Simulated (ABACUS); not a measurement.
ZrC:

```
Zr C
1.0
     0.00000    2.36500    2.36500
     2.36500    0.00000    2.36500
     2.36500    2.36500    0.00000
Zr C
1 1
Direct
  0.50000 0.50000 0.50000
  0.00000 0.00000 0.00000
```

* Program: ABACUS 3.10.1
* Task: single point
* Functional: PBE
* Potentials or basis: PseudoDojo NC SR 0.4.1 PBE standard
* Cutoff: 1361 eV
* Density cutoff: 5442 eV
* Basis: DZP LCAO (the cutoffs set its grid)
* k mesh: 10 × 10 × 10
* Occupations: fermi-dirac, width 0.05 eV
* Spin: no spin polarisation

On this cell: pressure -2.3 GPa; largest force zero by symmetry; band gap on the k mesh none (metal or under the smearing width).

The same run follows on a disturbed copy (atoms moved at random, drawn with an rms of 0.05 Å):

```
Zr C
1.0
     0.00000    2.36500    2.36500
     2.36500    0.00000    2.36500
     2.36500    2.36500    0.00000
Zr C
1 1
Direct
  0.49014 0.49591 0.50642
  0.98906 0.99528 0.02158
```

Q: What does the disturbed cell give?

A: The energy (extrapolated to zero smearing) moves by +4.0 meV/atom; pressure -2.1 GPa; largest force 0.318 eV/Å; band gap on the k mesh none (metal or under the smearing width).

Forces in eV/Å, atoms in the order of the input:
```
Zr   0.227  0.220 -0.027
C   -0.227 -0.220  0.027
```

Stress tensor (GPa, compression positive):
```
-2.04 -0.15  0.02
-0.15 -2.06  0.02
 0.02  0.02 -2.31
```

Caveats: the atomic orbitals were generated for these runs and aren't a published set; the basis of atomic orbitals isn't converged, which shifts pressures, moduli and gaps.
